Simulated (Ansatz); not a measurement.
Band structure of In

```yaml
crystal:
  lattice:
    - [-1.69471, 1.69471, 2.29737]
    - [1.69471, -1.69471, 2.29737]
    - [1.69471, 1.69471, -2.29737]
  atoms:
    - { symbol: In, position: [0.00000, 0.00000, 0.00000] }
```

The cell is the one relaxed in the Materials Project (mp-85), not relaxed further here; entries there can be hypothetical.

Spin–orbit coupling is left out, though it moves levels of the heavy atoms by tenths of an eV or more.

Computed with Ansatz 0.2.0, DFT, PBE, all-electron LAPW, scalar-relativistic.

Settings: a Γ-centred 17×17×17 k mesh, Fermi–Dirac smearing of 0.03 eV, basis error target 0.5 meV/atom, no spin polarisation.

Points in fractions of the reciprocal vectors of this cell: Γ (0, 0, 0), X (0, 0, 0.5), P (0.25, 0.25, 0.25), N (0, 0.5, 0), M (0.5, 0.5, -0.5), S (0.386, 0.614, -0.386), S0 (-0.386, 0.386, 0.386). The path joins them by straight lines in the order Γ–X–P–N–Γ–M–S–S0–Γ; legs that retrace an earlier one aren't tabulated. Energies are in eV from the Fermi level.

(1) Is there a gap?

(2) List the levels between -8 and 6 eV at the symmetry points.

## Answers

(1) none: with an odd electron count and no spin polarisation the bands can't all be full, a metal in this set-up (spin order or a larger cell could open a gap).

(2) 
Γ: none in this range
X: -2.36, -2.35, 4.09, 4.32
P: -1.77, -0.12 (×2), 1.23
N: -4.33, -3.36
M: -1.91, -1.64, 3.62 (×2)
S: -1.83, -1.02, 0.27, 4.47
S0: -1.83, -1.02, 0.27, 4.47
